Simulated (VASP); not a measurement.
Input of a VASP 6.6.1 run:

INCAR

```
SYSTEM = BN
PREC = Accurate
ENCUT = 520
EDIFF = 0.05
ISMEAR = 0
SIGMA = 0.02
LREAL = .FALSE.
LASPH = .TRUE.
NELM = 100
ALGO = Normal
ISIF = 2
LWAVE = .FALSE.
LCHARG = .FALSE.
GGA = PE
NBANDS = 11
```

File KPOINTS:

```
regular mesh
0
G
  14 14 14
  0 0 0
```

File POSCAR:

```
BN                                      
1.0
   -0.0000000000      1.8306622263      1.8306622263
    1.8306622263      0.0000000000      1.8306622263
    1.8306622263      1.8306622263      0.0000000000
  B               N             
     1     1
Direct
     0.0000000000000000    0.0000000000000000    0.0000000000000000
     0.2500000000000000    0.2500000000000000    0.2500000000000000
```

Potentials or basis: VASP PAW PBE potentials, release 64 (B, N).

Command:

```bash
$ cat potpaw_PBE.64/B/POTCAR potpaw_PBE.64/N/POTCAR > POTCAR
$ mpirun -np 1 vasp_std > vasp.out
```

Problem. Estimate the pressure.

Solution. -10.1 GPa.

Problem. Predict the band gap on the k mesh.

Solution. 4.41 eV, indirect (least direct gap 8.66 eV).

A k mesh can miss the band edges.
